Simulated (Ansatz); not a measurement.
# Calculated ⁷³Ge NMR of the central transition for GeS under strain

Cell: a structure deposited in the COD, relaxed with PBE at fixed cell and then changed (z stretched by 3 %, ions relaxed).

```
CELL_PARAMETERS angstrom
10.47000 0.00000 0.00000
0.00000 3.64100 0.00000
0.00000 0.00000 4.42591
ATOMIC_POSITIONS crystal
Ge 0.62101 0.25000 0.36383
Ge 0.87899 0.75000 0.86383
Ge 0.12101 0.25000 0.13617
Ge 0.37899 0.75000 0.63617
S 0.84945 0.25000 0.50021
S 0.65055 0.75000 0.00021
S 0.34945 0.25000 0.99979
S 0.15055 0.75000 0.49979
```

Atoms are numbered from 1 in the order listed; like atoms form one site, named after its first atom.

Level of theory: DFT, PBE, plane waves and PAW, scalar-relativistic, 420 eV cutoff, Γ-centred 5×12×10 k-points, Fermi–Dirac smearing 0.02 eV (Ansatz 0.2.0).

⁷³Ge has I = 9/2 and Q = -196.0 mb (Pyykkö 2018); at 21.1 T its Larmor frequency is ν₀ = 31.4 MHz. Only the quadrupole interaction is simulated: positions count from each site's isotropic chemical shift, and shift anisotropy, dipolar and J coupling are left out.

Simulated pattern of one Ge site (static powder, Gaussian broadening 10 kHz):

(offset (kHz), height): (-273.1, 0), (-259.3, 2), (-245.6, 33), (-231.8, 45), (-218.0, 47), (-204.2, 50), (-190.5, 53), (-176.7, 57), (-162.9, 63), (-149.2, 71), (-135.4, 91), (-121.6, 92), (-107.9, 73), (-94.1, 65), (-80.3, 61), (-66.6, 58), (-52.8, 56), (-39.0, 55), (-25.3, 55), (-11.5, 55), (2.3, 51), (16.1, 44), (29.8, 47), (43.6, 51), (57.4, 59), (71.1, 76), (84.9, 100), (98.7, 60), (112.4, 47), (126.2, 32), (140.0, 2), (153.7, 0)

Problem. Which |C_Q| and η does the pattern imply?

Solution. The pattern spans 380 kHz before broadening and its centre of gravity is at -58.6 kHz, which fixes P_Q; the places of the horns and steps fix η. That gives P_Q = 36.4 MHz, |C_Q| = 35.8 MHz and η = 0.32. The sign of C_Q can't be read from the pattern.

At Ge V_zz stands upright on the plane through its three neighbours (within 4°).

The relaxation (5 steps) took 4.6 min of wall time (4.6 min of CPU time) and 1.1 GiB at its peak, on 1 thread of Intel Xeon Platinum 8259CL CPU @ 2.50GHz (Skylake/Cascade Lake) (x86_64; 16 cores open to the job, memory cap 3.0 GiB, no GPU), a shared host with a load of 0.5 a core.
